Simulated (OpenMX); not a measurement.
Runs of OpenMX 3.8.5 on KBr. Symmetry: Pm-3m, No. 221, cubic system. The conventional cell has a = 4.043 Å, b = 4.043 Å, c = 4.043 Å, α = 90.00°, β = 90.00°, γ = 90.00°. Br (site symmetry m-3m) is surrounded by 8 K at 3.50 Å. K (site symmetry m-3m) has 8 Br at 3.50 Å as nearest neighbours. Measurements of this composition are mostly on another form, of space group No. 225.

```csv
level,gap on the mesh (eV),pressure (GPa)
PBE+D4,3.93,-0.8
PBE+D3(BJ),3.93,(a)
PBE+D3,3.93,-0.1
PBE,3.93,-0.1
```

Alike in all rows: task single point; potentials or basis OpenMX 2013 PBE set, Br7.0-s3p2d2, K10.0-s3p2d1, grid cutoff 300 Ry; no spin polarisation; cell as given; k mesh 5 × 5 × 5; smearing fermi-dirac 0.05 eV.

Fill in the values left out.

(a) -1.2.

Caveats: an odd mesh through Γ misses points on the zone boundary, where band edges often lie; the basis of atomic orbitals isn't converged, which shifts pressures, moduli and gaps.

A k mesh can miss the band edges, and the runs leave out spin-orbit coupling on Br.
